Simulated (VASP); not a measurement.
KCl: single point with PBE

**Experimental background.**

A printed reference work, monograph reports, for a bulk crystal of KCl: band gap 8.68 eV.

Crystal: KCl.

```
K Cl
1.0
     0.00000    3.14187    3.14187
     3.14187    0.00000    3.14187
     3.14187    3.14187    0.00000
K Cl
1 1
Direct
  0.00000 0.00000 0.00000
  0.50000 0.50000 0.50000
```

The cell is a database's computed one.

```
Program                : VASP 6.6.1
Task                   : single point
Functional             : PBE
Potentials or basis    : VASP PAW PBE potentials, release 64 (K_sv, Cl)
Cutoff                 : 520 eV
k mesh                 : 6 × 6 × 6
Occupations            : gaussian, width 0.1 eV
Spin                   : no spin polarisation
Dipole correction      : no
Further INCAR settings : ALGO = Normal; EDIFF = 1e-06; NBANDS = 15
```

- Pressure: 0.9 GPa
- Band gap on the k mesh: 5.20 eV, direct

Levels at points of the mesh, in eV from the valence-band top:
| k point | band 5 | band 6 | band 7 | band 8 | band 9 | band 10 | band 11 | band 12 |
| --- | --- | --- | --- | --- | --- | --- | --- | --- |
| (0.00, 0.00, 0.00) | -10.65 | 0.00 | 0.00 | 0.00 | 5.20 | 8.38 | 8.38 | 8.38 |
| (0.50, 0.00, 0.00) | -10.40 | -1.06 | -0.33 | -0.33 | 7.61 | 8.62 | 10.54 | 10.54 |
| (0.50, 0.50, 0.00) | -10.70 | -0.66 | -0.22 | -0.22 | 6.53 | 8.37 | 10.10 | 10.25 |

Run time: 7.5 s on 1 thread of Intel(R) Xeon(R) 6975P-C (Granite Rapids), with other jobs on the host, peak memory 0.2 GiB.

Against the measured gap of KCl, 8.68 eV (a printed reference work, monograph), the calculated 5.20 eV is off by -3.48 eV. The value is that of PBE, without temperature or zero-point motion. Semilocal functionals fall short of measured gaps as a rule. The cell is a database's relaxed one, not the measured one, which moves gaps too.
